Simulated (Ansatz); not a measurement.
Set up this calculation in Ansatz 0.2.0, as the native input.

```yaml
Task: relaxation of cell and atoms
Functional: PBEsol
Potentials_or_basis: Ansatz PAW
Cutoff: "420 eV (not typed: the program's choice for these potentials)"
k_mesh: 10 × 10 × 10
Occupations: fermi-dirac, width 0.05 eV
Spin: no spin polarisation
Target_pressure: 2 GPa
Target_pressure_GPa: 2
```

The system is MoS2.

```
Mo S
1.0
     1.58550    0.91539    6.11500
    -1.58550    0.91539    6.11500
     0.00000   -1.83078    6.11500
Mo S
1 2
Direct
  0.00000 0.00000 0.00000
  0.25000 0.25000 0.25000
  0.75000 0.75000 0.75000
```

Measurements of this composition are mostly on another form, of space group No. 194.

These files were run (other wordings do the same):

input.yaml

```yaml
crystal:
  lattice:
    - [1.5855, 0.9153888518, 6.1149966667]
    - [-1.5855, 0.9153888518, 6.1149966667]
    - [0.0, -1.8307777036, 6.1149966667]
  atoms:
    - { symbol: Mo, position: [0.0, 0.0, 0.0] }
    - { symbol: S, position: [0.25, 0.25, 0.25] }
    - { symbol: S, position: [0.75, 0.75, 0.75] }
hamiltonian:
  xc: pbesol
  pseudopotentials: { kind: paw }
kpoints:
  mp_grid: { grid: [10, 10, 10] }
scf:
  occupations: { method: fermi_dirac, width: 0.05 }
output:
  forces: true
  stress: true
  eigenvalues: true
relax:
  f_tol: 0.01
  max_steps: 40
  cell: { stress_tol: 0.05, p_target: 2.0 }
```

Potentials or basis: Ansatz PAW.

Run with:

```sh
$ ansatz run input.yaml --threads 2 --pin off --max-ram 5632MiB --backend cpu --events-out ev --progress --plain --runs-dir out
```

It gave:

- Relaxed volume: 16.46 Å³/atom
- Relaxed cell: a = 6.193 Å, b = 6.193 Å, c = 6.193 Å, α = 29.00°, β = 29.00°, γ = 29.00°
- Space group after relaxing (to 0.05 Å): R-3m (No. 166)
- Energy change on relaxing (the enthalpy is what falls): -11.1 meV/atom
- Ionic steps: 7
- Pressure after relaxing: 2.0 GPa
- Band gap on the k mesh: none (metal or under the smearing width)

Caveat: the plane-wave basis is chosen anew once the cell has moved, so the energies of steps on either side of that aren't comparable; the PAW data sets come from PBE, with cores solved anew for the run's functional, which leaves a small shift of forces and pressure.

Run time: 42 s on 2 threads of Intel(R) Xeon(R) Processor @ 2.50GHz (Skylake/Cascade Lake), on a shared host, peak memory 0.44 GiB.
